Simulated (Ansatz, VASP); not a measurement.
One calculation of SiC, two programs

```xyz
2
Lattice="0.0000 2.1033 2.1033 2.1033 0.0000 2.1033 2.2203 2.2203 -0.1171" Properties=species:S:1:pos:R:3 pbc="T T T"
Si    0.0000    0.0000    0.0000
C     3.2427    3.2427    3.0671
```

Alike in both runs: task single point; functional PBE; k mesh 12 × 12 × 12; occupations gaussian, width 0.05 eV; no spin polarisation.

|  | VASP | Ansatz |
| --- | --- | --- |
| version | VASP 6.6.1 | Ansatz 0.2.0 |
| potentials or method | VASP PAW PBE potentials, release 64 (Si, C) | scalar-relativistic, plane waves, PAW |
| plane-wave cutoff (eV) | 520 | 520 |
| valence electrons in the cell | 8 | 8 |

```csv
,VASP,Ansatz,Ansatz less VASP
gap on the k mesh at the Fermi level (eV),1.05,1.05,+0.006
least direct gap on the mesh (eV),4.04,4.05,+0.012
pressure (GPa),11.3,11.4,+0.08
largest component of the traceless stress (GPa),14.83,14.77,-0.058
rms of the force components (eV/Å),0.347,0.348,+0.0013
```

Atom by atom the forces differ by 0.001 eV/Å (rms over components).

A k mesh can miss the band edges.
